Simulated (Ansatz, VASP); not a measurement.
Cu in VASP and in Ansatz

INCAR

```
ALGO = Normal
EDIFF = 1E-7
ENCUT = 520
GGA = PS
ISIF = 2
ISMEAR = -1
LASPH = True
LCHARG = False
LREAL = False
LWAVE = False
NBANDS = 18
NELM = 100
PREC = Accurate
SIGMA = 0.1
```

Contents of KPOINTS:

```
k-points
0
Gamma
  16 16 9
```

POSCAR

```
Cu
1.0
    2.5840181143      0.0000000000      0.0000000000
   -1.2920090572      2.2378253309      0.0000000000
    0.0000000000      0.0000000000      4.2315649771
Cu
2
Direct
    0.3333333333      0.6666666667      0.2500000000
    0.6666666667      0.3333333333      0.7500000000
```

Input for Ansatz:

```yaml
crystal:
  lattice:
    - [2.5840181143, 0.0, 0.0]
    - [-1.2920090572, 2.2378253309, 0.0]
    - [0.0, 0.0, 4.2315649771]
  atoms:
    - { symbol: Cu, position: [0.3333333333, 0.6666666667, 0.25] }
    - { symbol: Cu, position: [0.6666666667, 0.3333333333, 0.75] }
hamiltonian:
  xc: pbesol
  pseudopotentials:
    kind: paw
    azcp:
      Cu: "pseudopotentials/Cu.paw.azcp"
basis:
  ecutwfc: 420
  fft_grid_basis: typed
kpoints:
  mp_grid: { grid: [16, 16, 9], shift: [0, 0, 0] }
magnetization:
  spin_polarized: false
scf:
  occupations: { method: fermi_dirac, width: 0.1 }
  lower_state_search: "off"
output:
  stress: true
  write_density: true
  write_potential: true
  elf: true
  volumetric_format: npy
```

Alike in both runs: task single point; functional PBEsol; k mesh 16 × 16 × 9; occupations fermi-dirac, width 0.1 eV; no spin polarisation.

```csv
,VASP,Ansatz
version,VASP 6.6.1,Ansatz 0.2.0
potentials or method,"VASP PAW PBE potentials, release 64 (Cu)","plane waves (420 eV) with PAW, scalar-relativistic"
plane-wave cutoff (eV),520,420
valence electrons in the cell,22,38
```

```csv
,VASP,Ansatz,Ansatz less VASP
pressure (GPa),-9.9,-10.6,-0.69
largest component of the traceless stress (GPa),0.10,0.08,-0.024
```

The functional is the same, so the differences come from potentials, cutoffs and numerics. The two sets of potentials don't hold the same shells in valence. Ansatz warned: «pseudo_functional_mismatch».

Caveats: the PAW data sets were made with another functional, which shifts forces and pressure a little (VASP).
